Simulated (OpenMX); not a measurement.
## InSe in OpenMX: convergence with ElectronicTemperature

Input of the first run (ElectronicTemperature 3000 K); the others differ in this setting and in those tied to it:

Contents of InSe.dat:

```
System.CurrrentDirectory             ./
System.Name                          InSe
DATA.PATH                            ./DFT_DATA13
level.of.stdout                      1
level.of.fileout                     0
Species.Number                       2
<Definition.of.Atomic.Species
  In  In7.0-s3p2d1           In_CA13
  Se  Se7.0-s3p2d1           Se_CA13
Definition.of.Atomic.Species>

Atoms.Number                         4
Atoms.SpeciesAndCoordinates.Unit     Ang
<Atoms.SpeciesAndCoordinates
    1  In   -0.0181080000   -0.0027943753   22.5223510000   6.500  6.500
    2  In    0.0585440000   -0.0248122052   -0.0037389200   6.500  6.500
    3  Se   -0.0148460000    0.0428082131    4.3075059200   3.000  3.000
    4  Se    0.0073380000   -0.0173724696    9.7400469600   3.000  3.000
Atoms.SpeciesAndCoordinates>

Atoms.UnitVectors.Unit               Ang
<Atoms.UnitVectors
     2.0000000000    1.1547005384    8.4400000000
    -2.0000000000    1.1547005384    8.4400000000
     0.0000000000   -2.3094010768    8.4400000000
Atoms.UnitVectors>

scf.XcType                           LDA
scf.SpinPolarization                 off
scf.ElectronicTemperature            3000.0
scf.energycutoff                     500.0
scf.maxIter                          100
scf.EigenvalueSolver                 band
scf.Kgrid                            7 7 7
scf.Mixing.Type                      rmm-diisk
scf.Init.Mixing.Weight               0.05
scf.Min.Mixing.Weight                0.001
scf.Max.Mixing.Weight                0.3
scf.Mixing.History                   25
scf.Mixing.StartPulay                8
scf.criterion                        1.0e-8
scf.stress.tensor                    on
MD.Type                              nomd
```

Potentials or basis: OpenMX 2013 LDA set, In7.0-s3p2d1, Se7.0-s3p2d1, grid cutoff 500 Ry.

Command:

```bash
$ openmx InSe.dat -nt 1 > InSe.std
```

The cell isn't the ideal one: atoms moved at random, drawn with an rms of 0.05 Å.

Hardware: 1 thread of Arm Neoverse V2 (shared host).

```csv
ElectronicTemperature,"energy less the tightest run, at zero smearing (meV/atom)",pressure (GPa),largest force (eV/Å),SCF cycles,CPU time (s),peak memory (GiB)
3000 K,3.10,-0.70,0.379,19,56,0.6
2000 K,0.45,-0.75,0.387,19,56,0.6
1200 K,0.06,-0.76,0.390,19,55,0.6
800 K,0.01,-0.77,0.391,19,55,0.6
500 K,0.00,-0.77,0.391,19,55,0.6
300 K,0.00,-0.77,0.391,19,55,0.6
150 K,0.00,-0.77,0.391,19,55,0.6
75 K,0.00,-0.77,0.391,19,55,0.6
```

Against the tightest run, the energy stays within 1 meV/atom from 2000 K on; the pressure stays within 0.1 GPa from 3000 K on; the largest force stays within 0.005 eV/Å from 2000 K on. The tightest run that finished is the yardstick and may itself not be fully converged.

Caveat, for the tightest run too: spin-orbit coupling is left out, which moves the levels of the heavy elements; an odd mesh through Γ misses points on the zone boundary, where band edges often lie; the basis of atomic orbitals isn't converged, which shifts pressures, moduli and gaps.
